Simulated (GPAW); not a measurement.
Write an ASE script for GPAW 26.7.0 that does the following.

```
Task                : phonons
Functional          : LDA
Potentials or basis : PAW data sets generated in the run's folder for this functional
Cutoff              : 680 eV
Basis               : pw
k mesh              : 10 × 10 × 10
Occupations         : fermi-dirac, width 0.05 eV
Spin                : no spin polarisation
Maxiter             : 150
Convergence         : density=1e-06 eigenstates=1e-09
Supercell           : 2 × 2 × 2
Supercell k mesh    : 5 × 5 × 5
Displacement        : 0.01
Relaxed first       : cell
Ecut relax          : 800
Band path           : GXWKGLUWLK,UX
```

The structure of GaN lies in GaN.cif:

```cif
data_GaN
_cell_length_a 4.50700122
_cell_length_b 4.50700122
_cell_length_c 4.50700122
_cell_angle_alpha 90.00000000
_cell_angle_beta 90.00000000
_cell_angle_gamma 90.00000000
_space_group_name_H-M_alt 'F-43m'
_space_group_name_Hall 'F -4 2 3'
_space_group_IT_number 216
loop_
_space_group_symop_operation_xyz
'x,y,z'
'y,-x,-z'
'-x,-y,z'
'-y,x,-z'
'x,-y,-z'
'y,x,z'
'-x,y,-z'
'-y,-x,z'
'z,x,y'
'-z,y,-x'
'z,-x,-y'
'-z,-y,x'
'-z,x,-y'
'z,y,x'
'-z,-x,y'
'z,-y,-x'
'y,z,x'
'-x,-z,y'
'-y,z,-x'
'x,-z,-y'
'-y,-z,x'
'x,z,y'
'y,-z,-x'
'-x,z,-y'
'x,y+1/2,z+1/2'
'y,-x+1/2,-z+1/2'
'-x,-y+1/2,z+1/2'
'-y,x+1/2,-z+1/2'
'x,-y+1/2,-z+1/2'
'y,x+1/2,z+1/2'
'-x,y+1/2,-z+1/2'
'-y,-x+1/2,z+1/2'
'z,x+1/2,y+1/2'
'-z,y+1/2,-x+1/2'
'z,-x+1/2,-y+1/2'
'-z,-y+1/2,x+1/2'
'-z,x+1/2,-y+1/2'
'z,y+1/2,x+1/2'
'-z,-x+1/2,y+1/2'
'z,-y+1/2,-x+1/2'
'y,z+1/2,x+1/2'
'-x,-z+1/2,y+1/2'
'-y,z+1/2,-x+1/2'
'x,-z+1/2,-y+1/2'
'-y,-z+1/2,x+1/2'
'x,z+1/2,y+1/2'
'y,-z+1/2,-x+1/2'
'-x,z+1/2,-y+1/2'
'x+1/2,y,z+1/2'
'y+1/2,-x,-z+1/2'
'-x+1/2,-y,z+1/2'
'-y+1/2,x,-z+1/2'
'x+1/2,-y,-z+1/2'
'y+1/2,x,z+1/2'
'-x+1/2,y,-z+1/2'
'-y+1/2,-x,z+1/2'
'z+1/2,x,y+1/2'
'-z+1/2,y,-x+1/2'
'z+1/2,-x,-y+1/2'
'-z+1/2,-y,x+1/2'
'-z+1/2,x,-y+1/2'
'z+1/2,y,x+1/2'
'-z+1/2,-x,y+1/2'
'z+1/2,-y,-x+1/2'
'y+1/2,z,x+1/2'
'-x+1/2,-z,y+1/2'
'-y+1/2,z,-x+1/2'
'x+1/2,-z,-y+1/2'
'-y+1/2,-z,x+1/2'
'x+1/2,z,y+1/2'
'y+1/2,-z,-x+1/2'
'-x+1/2,z,-y+1/2'
'x+1/2,y+1/2,z'
'y+1/2,-x+1/2,-z'
'-x+1/2,-y+1/2,z'
'-y+1/2,x+1/2,-z'
'x+1/2,-y+1/2,-z'
'y+1/2,x+1/2,z'
'-x+1/2,y+1/2,-z'
'-y+1/2,-x+1/2,z'
'z+1/2,x+1/2,y'
'-z+1/2,y+1/2,-x'
'z+1/2,-x+1/2,-y'
'-z+1/2,-y+1/2,x'
'-z+1/2,x+1/2,-y'
'z+1/2,y+1/2,x'
'-z+1/2,-x+1/2,y'
'z+1/2,-y+1/2,-x'
'y+1/2,z+1/2,x'
'-x+1/2,-z+1/2,y'
'-y+1/2,z+1/2,-x'
'x+1/2,-z+1/2,-y'
'-y+1/2,-z+1/2,x'
'x+1/2,z+1/2,y'
'y+1/2,-z+1/2,-x'
'-x+1/2,z+1/2,-y'
loop_
_atom_site_label
_atom_site_type_symbol
_atom_site_symmetry_multiplicity
_atom_site_Wyckoff_symbol
_atom_site_fract_x
_atom_site_fract_y
_atom_site_fract_z
_atom_site_occupancy
Ga1 Ga 4 a 0.0000000000 0.0000000000 0.0000000000 1
N1 N 4 d 0.2500000000 0.2500000000 0.7500000000 1
```

The cell is a database's computed one.

These files were run (other wordings do the same):

run.py

```python
import json
import numpy as np
import spglib
from ase import Atoms
from ase.constraints import FixSymmetry
from ase.filters import FrechetCellFilter
from ase.io import read, write
from ase.optimize import BFGS
from phonopy import Phonopy
from phonopy.structure.atoms import PhonopyAtoms
from gpaw import GPAW, PW, setup_paths

setup_paths.insert(0, '.')

atoms = read('GaN.cif')
cell, positions, numbers = spglib.find_primitive(
    (atoms.cell[:], atoms.get_scaled_positions(), atoms.numbers), symprec=1e-4)
atoms = Atoms(numbers, cell=cell, scaled_positions=positions, pbc=True)

calc = GPAW(mode=PW(800),
            xc='LDA',
            kpts={'size': (10, 10, 10), 'gamma': True},
            occupations={'name': 'fermi-dirac', 'width': 0.05},
            nbands=11,
            convergence={'density': 1e-06, 'eigenstates': 1e-09},
            maxiter=150,
            txt='gpaw.txt')
atoms.calc = calc
atoms.set_constraint(FixSymmetry(atoms))
BFGS(FrechetCellFilter(atoms), trajectory='relax.traj', logfile='-').run(fmax=0.005, steps=40)
atoms.set_constraint()
energy = atoms.get_potential_energy()
forces = atoms.get_forces()
stress = atoms.get_stress()
calc.write('gs.gpw')
write('result.traj', atoms)
print('Cell:', atoms.cell.cellpar().round(4))
print(atoms.get_scaled_positions().round(5))

def force_constants(scale):
    unit = PhonopyAtoms(symbols=atoms.get_chemical_symbols(), cell=atoms.cell[:] * scale**(1 / 3),
                        scaled_positions=atoms.get_scaled_positions())
    ph = Phonopy(unit, supercell_matrix=np.diag([2, 2, 2]), primitive_matrix=np.eye(3), symprec=1e-4)
    ph.generate_displacements(distance=0.01)
    forces = []
    for i, sc in enumerate(ph.supercells_with_displacements):
        a = Atoms(sc.symbols, cell=sc.cell, scaled_positions=sc.scaled_positions, pbc=True)
        c = GPAW(mode=PW(680),
                 xc='LDA',
                 kpts={'size': (5, 5, 5), 'gamma': True},
                 occupations={'name': 'fermi-dirac', 'width': 0.05},
                 nbands=53,
                 convergence={'density': 1e-06, 'eigenstates': 1e-09},
                 maxiter=150,
                 txt=f'disp-{scale:.3f}-{i:02d}.txt')
        a.calc = c
        f = a.get_forces()
        forces.append(f - f.mean(axis=0))
        print(f'displacement {i}: drift', f.mean(axis=0).round(5), flush=True)
    ph.forces = forces
    ph.produce_force_constants()
    ph.symmetrize_force_constants()
    return ph

qpoints = [[0.0, 0.0, 0.0], [0.0, 0.0, 0.5], [0.0, 0.5, 0.0], [0.0, 0.5, 0.5], [0.5, 0.0, 0.0], [0.5, 0.0, 0.5], [0.5, 0.5, 0.0], [0.5, 0.5, 0.5]]
results = {}
for scale in [1.0]:
    ph = force_constants(scale)
    ph.run_qpoints(qpoints)
    nu = ph.qpoints.frequencies * 33.35641  # THz to cm^-1
    results[f'{scale:.3f}'] = nu.tolist()
    for qp, f in zip(qpoints, nu):
        print(scale, np.round(qp, 4), f.round(2))

path = atoms.cell.bandpath('GXWKGLUWLK,UX', npoints=60, eps=1e-4)
ph.run_qpoints(path.kpts)
results['path'] = (ph.qpoints.frequencies * 33.35641).tolist()
results['path_q'] = path.kpts.tolist()
x, ticks, names = path.get_linear_kpoint_axis()
results['axis'] = [x.tolist(), list(ticks), names]
ph.run_mesh([15, 15, 15], is_gamma_center=True)
ph.run_thermal_properties(temperatures=[0, 100, 200, 300, 500, 800], cutoff_frequency=0.05)
tp = ph.thermal_properties
results['thermal'] = [list(v) for v in (tp.temperatures, tp.free_energy, tp.entropy, tp.heat_capacity)]
for t, fv, s, cv in zip(*results['thermal']):
    print(f'{t:6.0f} K  F {fv:9.4f} kJ/mol  S {s:9.4f} J/K/mol  Cv {cv:9.4f} J/K/mol')
json.dump(results, open('phonons.json', 'w'))
```

Potentials or basis: PAW data sets generated in the run's folder for this functional, pw.

The run is started by

```console
$ gpaw-setup -f LDA Ga N
$ OMP_NUM_THREADS=1 python run.py
```

Results of the run:

```
Relaxed volume                                     : 11.49 Å³/atom
Relaxed cell                                       : a = 3.191 Å, b = 3.191 Å, c = 3.191 Å, α = 60.00°, β = 60.00°, γ = 60.00°
Space group after relaxing (to 0.05 Å)             : F-43m (No. 216)
Pressure after relaxing                            : 0.0 GPa
Band gap on the k mesh                             : 1.85 eV, direct
Highest phonon frequency, LO-TO splitting left out : 721 cm⁻¹
```

Caveat: the cutoff is short for stress and forces, so pressures can be off by a GPa or more; the data sets keep Ga 3d, Li 1s and Be 1s frozen, and some such compounds lay over 1.5 % in volume off other programs; the LO-TO splitting is left out; phonon bands are interpolated from a small supercell.

Run time: 16 min on 1 thread of Arm Neoverse V1 (shared host), peak memory 0.75 GiB.
